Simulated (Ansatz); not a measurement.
**GaN**

Method: PBEsol, scalar-relativistic; no spin polarisation; PAW, 420 eV, 12×12×6 k-mesh, Gaussian smearing of 0.05 eV; code Ansatz; PAW files: Ansatz's generated set soft_2.

```yaml
crystal:
  lattice:
    - [3.18274, 0.00000, 0.00000]
    - [-1.59137, 2.75633, 0.00000]
    - [0.00000, 0.00000, 5.18541]
  atoms:
    - { symbol: Ga, position: [0.33333, 0.66667, 0.99919] }
    - { symbol: Ga, position: [0.66667, 0.33333, 0.49919] }
    - { symbol: N, position: [0.33333, 0.66667, 0.37581] }
    - { symbol: N, position: [0.66667, 0.33333, 0.87581] }
```

The chain of runs began from a cell as deposited in COD, expanded in volume. Of that entry: the entry's cell lengths or inner coordinates differ somewhat from later room-temperature determinations.

The cell is relaxed to zero pressure at this level.

The cell has space group P6_3mc (read at 0.01 Å). In it the stress is -0.02, -0.02, 0.00, 0.00, 0.00, 0.00 GPa and the largest force component 0.000 eV/Å. Each change below starts from this cell, without further relaxation. Stress is in GPa, positive in compression, in the order xx, yy, zz, yz, xz, xy; energies are counted from the cell above.

**Question.** What happens when atom 4 (N) is moved by 0.05 Å along z?

**Answer.** The energy changes by 20.7 meV per cell, and the force on it along the shift is -0.805 eV/Å (−F/u = 16.11 eV/Å²). Stress: 0.95, 0.95, -1.41, 0.00, 0.00, 0.00.
```
atom  Fx (eV/Å)     Fy      Fz
 Ga1      0.000  0.000   0.228
 Ga2      0.000  0.000   0.279
  N3      0.000  0.000   0.298
  N4      0.000  0.000  -0.805
```
In a harmonic crystal the energy would rise by −½F·u = ½ × 16.11 × 0.05² eV = 20.1 meV, close to the run's value; the rest is anharmonic or numerical.

**Question.** What stress follows from an engineering strain of -1 % in xx, atoms carried along?

**Answer.** 4.19, 1.01, 0.63, 0.00, 0.00, 0.00 GPa; the energy changes by 5.8 meV per cell. The gap on the mesh goes from 1.87 eV to 1.90 eV.
```tsv
atom	Fx (eV/Å)	Fy	Fz
Ga1	0.000	0.085	0.056
Ga2	0.000	-0.085	0.056
N3	0.000	0.099	-0.056
N4	0.000	-0.099	-0.056
```
The change of the stress over the strain gives a clamped-atom stiffness of about 421 GPa for this component, a secant value that lies under the elastic constant in tension and over it in compression, by several per cent for each per cent of strain.
In a harmonic crystal the energy would rise by V(½Cε² − σ₀ε), with σ₀ the stress of the unstrained cell, = 5.9 meV, which matches.

Semilocal functionals underestimate band gaps, commonly by a third or more.
